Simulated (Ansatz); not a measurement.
BaSnO₃ (Pm-3m), PBEsol with spin-orbit coupling, rigid bands (Ansatz, a quantum-chemistry and plane-wave program): N_v = 3.18e20 cm⁻³ at 300 K and a hole conductivity mass of 1.92 mₑ.

Question: For 1e16 holes per cm³ at 300 K, place the Fermi level, estimate the Seebeck coefficient of a parabolic band with constant τ, and give mobility and conductivity for τ = 10 fs.

Answer: The level lies k_BT ln(N_v/p) = 0.268 eV above the valence-band maximum. S ≈ +(k_B/e)[ln(N_v/p) + 5/2] = 1109 μV/K, against 1127 μV/K from the full bands (mean over directions). μ = eτ/m = 9.16 cm²/(V·s) and σ = peμ = 0.0147 S/cm. τ is assumed, not computed.

Band transport and this doping are assumed; polarons and phonon drag are left out.
